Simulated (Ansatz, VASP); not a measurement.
This is a calculation of La for Ansatz 0.2.0.

The input input.yaml:

```yaml
crystal:
  lattice:
    - [-2.1654853927, 2.1654853927, 2.1654853927]
    - [2.1654853927, -2.1654853927, 2.1654853927]
    - [2.1654853927, 2.1654853927, -2.1654853927]
  atoms:
    - { symbol: La, position: [0.0, 0.0, 0.0] }
hamiltonian:
  xc: r2scan
  pseudopotentials: { kind: paw }
kpoints:
  mp_grid: { grid: [9, 9, 9] }
scf:
  occupations: { method: fermi_dirac, width: 0.05 }
output:
  forces: true
  stress: true
  eigenvalues: true
```

Potentials or basis: Ansatz PAW.

Run with:

```sh
$ ansatz run input.yaml --threads 2 --pin off --max-ram 5632MiB --backend cpu --events-out ev --progress --plain --runs-dir out
```

Set up the same calculation for VASP 6.6.1. Potentials there: VASP PAW PBE potentials, release 64 (La).

As run (the cutoff follows the program's own potentials):

File POSCAR:

```
La
1.0
   -2.1654853927      2.1654853927      2.1654853927
    2.1654853927     -2.1654853927      2.1654853927
    2.1654853927      2.1654853927     -2.1654853927
La
1
Direct
    0.0000000000      0.0000000000      0.0000000000
```

File INCAR.step1:

```
ALGO = Normal ; EDIFF = 1E-4
ENCUT = 520 ; GGA = PE
ISMEAR = -1 ; LASPH = True
LCHARG = False ; LREAL = False
LWAVE = True ; NBANDS = 12
NELM = 80 ; PREC = Accurate
SIGMA = 0.05
```

INCAR.step2

```
ALGO = Normal ; EDIFF = 1E-7
ENCUT = 520 ; ISIF = 2
ISMEAR = -1 ; ISTART = 1
LASPH = True ; LCHARG = True
LELF = True ; LMIXTAU = True
LREAL = False ; LVHAR = True
LWAVE = False ; METAGGA = R2SCAN
NBANDS = 12 ; NELM = 80
PREC = Accurate ; SIGMA = 0.05
```

File KPOINTS:

```
k-points
0
Gamma
  9 9 9
```

Potentials or basis: VASP PAW PBE potentials, release 64 (La).

Command:

```bash
$ cat potpaw_PBE.64/La/POTCAR > POTCAR
$ cp INCAR.step1 INCAR
$ mpirun -np 1 vasp_std > vasp.out
$ cp INCAR.step2 INCAR
$ mpirun -np 1 vasp_std > vasp.out
```

Both were run:

|  | VASP | Ansatz | Ansatz less VASP |
| --- | --- | --- | --- |
| gap on the k mesh at the Fermi level (eV) | none | none | - |
| pressure (GPa) | -1.4 | -1.5 | -0.05 |

A gap of «none» marks a metal or a gap that the smearing closes.

Caveats: the PAW data sets were made with another functional, which shifts forces and pressure a little (VASP); the magnetic or orbital state may not be the lowest (Ansatz); the PAW data sets come from PBE, with cores solved anew for the run's functional, which leaves a small shift of forces and pressure (Ansatz). The runs have no spin-orbit coupling, so splittings on La are missing.
